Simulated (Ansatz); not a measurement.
# Cancellation of cutoff errors in Al2Ru

All numbers below come from DFT r2SCAN, scalar-relativistic, plane waves, PAW in Ansatz.

```xyz
6
Lattice="0.0000 3.9898 4.3915 2.3525 0.0000 4.3915 2.3525 3.9898 0.0000" Properties=species:S:1:pos:R:3 pbc="T T T"
Al    1.1762    0.6309    2.1958
Al    1.1762    3.3590    2.1958
Al    2.3525    1.3640    4.3915
Al    2.3525    6.6156    4.3915
Ru    3.5287    5.9848    6.5873
Ru    2.3525    3.9898    4.3915
```

- Γ-centred k-mesh: 10×10×10
- occupation rule: Gaussian smearing, 0.01 eV
- spin treatment: unpolarised

A second cell has all atoms moved and the lattice slightly strained:

```yaml
crystal:
  lattice:
    - [0.05292, 3.99733, 4.29016]
    - [2.41165, 0.02287, 4.29773]
    - [2.36293, 3.97693, 0.04688]
  atoms:
    - { symbol: Al, position: [0.08903, 0.42592, 0.08601] }
    - { symbol: Al, position: [0.44783, 0.06240, 0.37025] }
    - { symbol: Al, position: [0.18956, 0.81713, 0.15464] }
    - { symbol: Al, position: [0.77819, 0.16980, 0.89295] }
    - { symbol: Ru, position: [0.74018, 0.74651, 0.76424] }
    - { symbol: Ru, position: [0.50986, 0.47072, 0.48322] }
```

It ran on a 8×8×8 mesh, another than the first cell's, which shifts the difference by nearly the same amount at every cutoff. Both were run at several values of the cutoff; energies per atom at zero smearing, errors against the largest value (600 eV), which isn't proved converged itself.

```tsv
cutoff	error, first cell (meV)	error, second cell (meV)
200 eV	3233.20	3246.51
250 eV	597.51	595.58
300 eV	85.18	87.52
350 eV	10.78	11.61
500 eV	0.71	0.75
```

Q: At the largest value the second cell lies 267.11 meV/atom above the first. What is the error of that difference at each value, and where does each quantity come within 1 meV/atom?

A: The error of the difference is the second cell's error less the first's:
| cutoff | difference (meV) | its error (meV) |
| --- | --- | --- |
| 200 eV | 280.43 | 13.31 |
| 250 eV | 265.18 | -1.94 |
| 300 eV | 269.46 | 2.35 |
| 350 eV | 267.94 | 0.83 |
| 500 eV | 267.15 | 0.03 |

The first cell's total energy stays within 1 meV/atom from 500 eV on, the difference from 350 eV on. Most of the error cancels, by a factor of about 36 in the median. A missing short wave mostly misdescribes the region near each nucleus, which both cells share; what doesn't cancel comes largely from the change of volume and bonding.

6 further runs of this set aren't shown.

The total-energy errors are all positive and fall steadily, as expected variationally when plane waves are added. Their difference has no such bound: it changes sign at 250 eV and is larger in magnitude at 300 eV, so the small value at 250 eV partly reflects a crossing rather than convergence. Nor is the cancellation a fixed factor; it is far stronger at the two lowest cutoffs than at the higher ones.

The slow part of the total energy probably comes mainly from the compact Ru 4d states, which need shorter waves than the smoother Al 3s and 3p states. These d states keep most of their atomic shape when the atoms move, so their error largely drops out. The energy cost of the second cell is plausibly due to disturbed Ru d–Al sp hybridisation and short-range repulsion, but displacement and strain act together here and can't be separated. The cancellation doesn't carry over to the stress, which depends on how the basis changes with volume and would need its own cutoff test.
